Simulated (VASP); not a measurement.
# AlN (Fm-3m) in VASP: a series of runs, part 2 of 2

VASP 6.6.1. Earlier steps stand in the parts before.

### 3 Relaxation of cell and atoms, PBEsol

This run uses another cell than the first one, of 8.42 Å³/atom, 1.018 times its volume.

The input, INCAR:

```
ALGO = Fast ; EDIFF = 1E-6
EDIFFG = -0.002 ; ENCUT = 600
GGA = PS ; IBRION = 2
ISIF = 3 ; ISMEAR = 0
LASPH = T ; LCHARG = F
LREAL = F ; LWAVE = F
NELM = 100 ; NSW = 100
PREC = Accurate ; SIGMA = 0.02
```

The input, KPOINTS:

```
k-points
0
Gamma
  10 10 10
```

The input, POSCAR:

```
AlN
1.0
    0.0000000000      2.0345180000      2.0345180000
    2.0345180000      0.0000000000      2.0345180000
    2.0345180000      2.0345180000      0.0000000000
Al N
1 1
Direct
    0.5000000000      0.5000000000      0.5000000000
    0.0000000000      0.0000000000      0.0000000000
```

Potentials or basis: VASP PAW PBE potentials, release 64 (Al, N).

Launch:

```sh
cat potpaw_PBE.64/Al/POTCAR potpaw_PBE.64/N/POTCAR > POTCAR
mpirun -np 1 vasp_std > vasp.out
```

OUTCAR:

```text
EDIFF = 1E-6
   EDIFFG = -0.002
   ENCUT = 600
   GGA = PS
   IBRION = 2
   ISIF = 3
   ISMEAR = 0
   LASPH = T
   LREAL = F
   NELM = 100
   NSW = 100
   PREC = Accurate

 ion  position               nearest neighbor table
   1  0.500  0.500  0.500-   2 2.03   2 2.03   2 2.03   2 2.03   2 2.03   2 2.03
   2  0.000  0.000  0.000-   1 2.03   1 2.03   1 2.03   1 2.03   1 2.03   1 2.03

  LATTYP: Found a face centered cubic cell.
 ALAT       =     4.0690360000

  Lattice vectors:

 A1 = (   0.0000000000,   2.0345180000,   2.0345180000)
 A2 = (   2.0345180000,   0.0000000000,   2.0345180000)
 A3 = (   2.0345180000,   2.0345180000,   0.0000000000)

Analysis of symmetry for initial positions (statically):
=====================================================================
 Subroutine PRICEL returns:
 Original cell was already a primitive cell.

 Routine SETGRP: Setting up the symmetry group for a
 face centered cubic supercell.

 Subroutine GETGRP returns: Found 48 space group operations
 (whereof 48 operations were pure point group operations)
 out of a pool of 48 trial point group operations.

The static configuration has the point symmetry O_h .

Analysis of symmetry for dynamics (positions and initial velocities):
=====================================================================
[... 148 lines left out ...]
   NGX = 11   NGY = 11   NGZ = 11

--------------------------------------- Ionic step        1  -------------------------------------------

 number of electron       7.9999999 magnetization

 Free energy of the ion-electron system (eV)
  ---------------------------------------------------
  ext. energy  EPLUGINS =         0.00000000
  ---------------------------------------------------
  free energy    TOTEN  =       -15.44667891 eV

  energy without entropy =      -15.44667891  energy(sigma->0) =      -15.44667891

 E-fermi :   9.7778     XC(G=0): -12.3630

 val. band max:        9.6432131817   @ k =   0.0000   0.0000   0.0000
 cond. band min:      14.0160448871   @ k =   0.5000   0.5000   0.0000
 fundamental gap:      4.3728317054
 Fermi energy:         9.7778320945

 k-point     1 :       0.0000    0.0000    0.0000
  band No.  band energies     occupation
      1      -7.7362      2.00000
      2       9.6432      2.00000
      3       9.6432      2.00000
      4       9.6432      2.00000
      5      15.0415      0.00000
      6      21.6068      0.00000
      7      21.6068      0.00000
      8      21.6068      0.00000
[... 324 lines left out ...]
--------------------------------------- Ionic step        3  -------------------------------------------

 number of electron       7.9999999 magnetization

 Free energy of the ion-electron system (eV)
  ---------------------------------------------------
  ext. energy  EPLUGINS =         0.00000000
  ---------------------------------------------------
  free energy    TOTEN  =       -15.45132926 eV

  energy without entropy =      -15.45132926  energy(sigma->0) =      -15.45132926

 E-fermi :  10.0718     XC(G=0): -12.4497

 val. band max:        9.8787667137   @ k =   0.0000   0.0000   0.0000
 cond. band min:      14.4282091093   @ k =   0.5000   0.5000   0.0000
 fundamental gap:      4.5494423956
 Fermi energy:        10.0718268749

 k-point     1 :       0.0000    0.0000    0.0000
  band No.  band energies     occupation
      1      -7.6668      2.00000
      2       9.8788      2.00000
      3       9.8788      2.00000
      4       9.8788      2.00000
      5      15.5406      0.00000
      6      21.9029      0.00000
      7      21.9029      0.00000
      8      21.9029      0.00000
[... 282 lines left out ...]
  FREE ENERGIE OF THE ION-ELECTRON SYSTEM (eV)
  ---------------------------------------------------
  free  energy   TOTEN  =       -15.4513292624 eV

  energy  without entropy=      -15.4513292624  energy(sigma->0) =      -15.45132926

 reached required accuracy - stopping structural energy minimisation
```

OSZICAR:

```text
N       E                     dE             d eps       ncg     rms          rms(c)
DAV:   1     0.123373750857E+02    0.12337E+02   -0.44120E+03   752   0.102E+03
DAV:   2    -0.165350022700E+02   -0.28872E+02   -0.27448E+02  1096   0.145E+02
DAV:   3    -0.170431364444E+02   -0.50813E+00   -0.50813E+00   896   0.242E+01
DAV:   4    -0.170441333740E+02   -0.99693E-03   -0.99693E-03  1040   0.103E+00
[... 24 lines left out ...]
RMM:   4    -0.154513354579E+02    0.46934E-04   -0.10600E-04   752   0.137E-01    0.183E-02
RMM:   5    -0.154513288615E+02    0.65965E-05   -0.20414E-05   750   0.444E-02    0.102E-02
RMM:   6    -0.154513303153E+02   -0.14539E-05   -0.59825E-06   730   0.236E-02    0.765E-03
RMM:   7    -0.154513292376E+02    0.10777E-05   -0.36297E-06   677   0.205E-02    0.111E-03
RMM:   8    -0.154513292624E+02   -0.24790E-07   -0.32409E-07   479   0.848E-03
   3 F= -.15451329E+02 E0= -.15451329E+02  d E =-.465035E-02
```

CONTCAR:

```text
AlN
   1.00000000000000
     0.0000000000000000    2.0220400477252047    2.0220400477252047
     2.0220400477252047   -0.0000000000000000    2.0220400477252047
     2.0220400477252047    2.0220400477252047    0.0000000000000000
  Al              N
     1     1
Direct
     0.5000000000000000    0.5000000000000000    0.5000000000000000
     0.0000000000000000    0.0000000000000000    0.0000000000000000

  0.00000000E+00  0.00000000E+00  0.00000000E+00
  0.00000000E+00  0.00000000E+00  0.00000000E+00
```

Wall time 6.5 s (1 thread of Intel Xeon 6975P-C (Granite Rapids), shared host); peak memory 0.13 GiB.

Results:

| Property | Result |
| --- | --- |
| Free energy | -15.4513 eV |
| Relaxed volume | 8.27 Å³/atom |
| Relaxed cell | a = 2.860 Å, b = 2.860 Å, c = 2.860 Å, α = 60.00°, β = 60.00°, γ = 60.00° |
| Space group after relaxing (to 0.05 Å) | Fm-3m (No. 225) |
| Energy gained by relaxing | 2.3 meV/atom |
| Ionic steps | 3 |
| Pressure after relaxing | 0.0 GPa |
| Band gap on the k mesh | 4.55 eV, indirect (least direct gap 5.66 eV) |

The path:
```
step  energy change (eV)  largest force (eV/Å)  pressure (GPa)  volume (Å³)
   1              0.0000                0.0000           -4.83        16.84
   2              0.0000                0.0000            5.01        16.23
   3             -0.0047                0.0000           -0.03        16.53
```

Final structure:
```
CELL_PARAMETERS angstrom
0.00000 2.02204 2.02204
2.02204 0.00000 2.02204
2.02204 2.02204 0.00000
ATOMIC_POSITIONS crystal
Al 0.50000 0.50000 0.50000
N 0.00000 0.00000 0.00000
```

Caveat: the PAW data sets were made with another functional, which shifts forces and pressure a little.

### 4 Single point, PBEsol

This run uses another cell than the first one, of 8.42 Å³/atom, 1.018 times its volume.

The input, INCAR:

```
SYSTEM = AlN
ALGO = Normal ; EDIFF = 1E-6
ENCUT = 520 ; GGA = PS
ISIF = 2 ; ISMEAR = 0
LASPH = .TRUE. ; LCHARG = .FALSE.
LREAL = .FALSE. ; LWAVE = .FALSE.
NBANDS = 11 ; NELM = 100
PREC = Accurate ; SIGMA = 0.1
```

The input, KPOINTS:

```
k-points
0
G
  8 8 8
  0 0 0
```

POSCAR is that of step 3.

Potentials or basis: VASP PAW PBE potentials, release 64 (Al, N).

Launch:

```sh
cat potpaw_PBE.64/Al/POTCAR potpaw_PBE.64/N/POTCAR > POTCAR
mpirun -np 1 vasp_std > vasp.out
```

OUTCAR:

```text
SYSTEM = AlN
   EDIFF = 1E-6
   ENCUT = 520
   GGA = PS
   ISIF = 2
   ISMEAR = 0
   LASPH = .TRUE.
   LREAL = .FALSE.
   NELM = 100
   PREC = Accurate

 ion  position               nearest neighbor table
   1  0.500  0.500  0.500-   2 2.03   2 2.03   2 2.03   2 2.03   2 2.03   2 2.03
   2  0.000  0.000  0.000-   1 2.03   1 2.03   1 2.03   1 2.03   1 2.03   1 2.03

  LATTYP: Found a face centered cubic cell.
 ALAT       =     4.0690360000

  Lattice vectors:

 A1 = (   0.0000000000,   2.0345180000,   2.0345180000)
 A2 = (   2.0345180000,   0.0000000000,   2.0345180000)
 A3 = (   2.0345180000,   2.0345180000,   0.0000000000)

Analysis of symmetry for initial positions (statically):
=====================================================================
 Subroutine PRICEL returns:
 Original cell was already a primitive cell.

 Routine SETGRP: Setting up the symmetry group for a
 face centered cubic supercell.

 Subroutine GETGRP returns: Found 48 space group operations
 (whereof 48 operations were pure point group operations)
 out of a pool of 48 trial point group operations.

The static configuration has the point symmetry O_h .

[... 173 lines left out ...]
      3       9.6418      2.00000
      4       9.6418      2.00000
      5      15.0402      0.00000
      6      21.6071      0.00000
      7      21.6071      0.00000
      8      21.6071      0.00000
      9      26.6345      0.00000
     10      27.1905      0.00000
     11      27.1905      0.00000
[... 309 lines left out ...]
 k-point    24 :      -0.3750    0.2500    0.1250
  band No.  band energies     occupation
      1      -4.0171      2.00000
      2       2.2725      2.00000
      3       5.9725      2.00000
      4       7.6813      2.00000
      5      17.8513      0.00000
      6      17.9623      0.00000
      7      21.6880      0.00000
      8      22.1520      0.00000
      9      27.4534      0.00000
     10      28.3179      0.00000
     11      31.7192      0.00000

 [... further k-points ...]

------------------------ aborting loop because EDIFF is reached ----------------------------------------

  FORCE on cell =-STRESS in cart. coord.  units (eV):
  Direction    XX          YY          ZZ          XY          YZ          ZX
  --------------------------------------------------------------------------------------
  -------------------------------------------------------------------------------------
  Total       -0.4797500     -0.4797500     -0.4797500     -0.0000000      0.0000000     -0.0000000
  in kB      -45.6363516    -45.6363516    -45.6363516     -0.0000000      0.0000000     -0.0000000
  external PRESSURE =     -45.6363516 kB  Pullay stress =       0.0000000 kB

 VOLUME and BASIS-vectors are now :
 -----------------------------------------------------------------------------
  energy-cutoff  :      520.00
  volume of cell :       16.84
      direct lattice vectors                 reciprocal lattice vectors
     0.000000000  2.034518000  2.034518000    -0.245758455  0.245758455  0.245758455
     2.034518000  0.000000000  2.034518000     0.245758455 -0.245758455  0.245758455
     2.034518000  2.034518000  0.000000000     0.245758455  0.245758455 -0.245758455

 POSITION                                       TOTAL-FORCE (eV/Angst)
 -----------------------------------------------------------------------------------
      2.03452      2.03452      2.03452         0.000000      0.000000     -0.000000
      0.00000      0.00000      0.00000        -0.000000      0.000000      0.000000
 -----------------------------------------------------------------------------------
    total drift:                                0.000000     -0.000000     -0.000000

  FREE ENERGIE OF THE ION-ELECTRON SYSTEM (eV)
  ---------------------------------------------------
  free  energy   TOTEN  =       -15.4443836645 eV

  energy  without entropy=      -15.4443836645  energy(sigma->0) =      -15.44438366
```

stdout:

```text
POSCAR found type information on POSCAR AlN
 POSCAR found :  2 types and       2 ions
 scaLAPACK will be used
 -----------------------------------------------------------------------------
|                                                                             |
|                                                                             |
|     You enforced a specific xc type in the INCAR file but a different       |
|     I HOPE YOU KNOW WHAT YOU ARE DOING!                                     |
|                                                                             |
 -----------------------------------------------------------------------------

 LDA part: xc-table for (Slater+PW92), standard interpolation
 POSCAR, INCAR and KPOINTS ok, starting setup
 FFT: planning ... GRIDC
 FFT: planning ... GRID_SOFT
 FFT: planning ... GRID
 WAVECAR not read
 entering main loop
```

Run time: 2.5 s. Hardware: 1 thread of Intel Xeon 6975P-C (Granite Rapids), shared host; peak memory 0.13 GiB.

What came out:

* Free energy: -15.4444 eV
* Pressure: -4.6 GPa
* Band gap on the k mesh: 4.37 eV, indirect (least direct gap 5.40 eV)

Levels at points of the mesh, in eV from the valence-band top:
| k point | band 1 | band 2 | band 3 | band 4 | band 5 | band 6 | band 7 | band 8 | band 9 |
| --- | --- | --- | --- | --- | --- | --- | --- | --- | --- |
| (0.00, 0.00, 0.00) | -17.38 | 0.00 | 0.00 | 0.00 | 5.40 | 11.97 | 11.97 | 11.97 | 16.99 |
| (0.50, 0.00, 0.00) | -14.15 | -8.25 | -1.06 | -1.06 | 5.92 | 10.75 | 10.75 | 12.97 | 15.75 |
| (0.50, 0.50, 0.00) | -13.18 | -7.32 | -2.77 | -2.77 | 4.37 | 5.17 | 13.74 | 16.86 | 16.86 |

Caveat: the PAW data sets were made with another functional, which shifts forces and pressure a little. A k mesh can miss the band edges.

### 5 Overview

```tsv
task	cell	k mesh	cutoff (eV)	smearing	gap on the mesh (eV)	pressure (GPa)
single point	Fm-3m, 8.27 Å³/atom	10 × 10 × 10	520	gaussian 0.02 eV	4.54	-0.1
relaxation of cell and atoms	relaxed	10 × 10 × 10	600	gaussian 0.02 eV	4.55	0.0
single point	Fm-3m, 8.42 Å³/atom	8 × 8 × 8	520	gaussian 0.1 eV	4.37	-4.6
```

Alike in all rows: level PBEsol; potentials or basis VASP PAW PBE potentials, release 64 (Al, N); no spin polarisation.

Caveats: the PAW data sets were made with another functional, which shifts forces and pressure a little.

Total energies depend on the potentials used, so only differences within one code and one set of settings carry meaning.
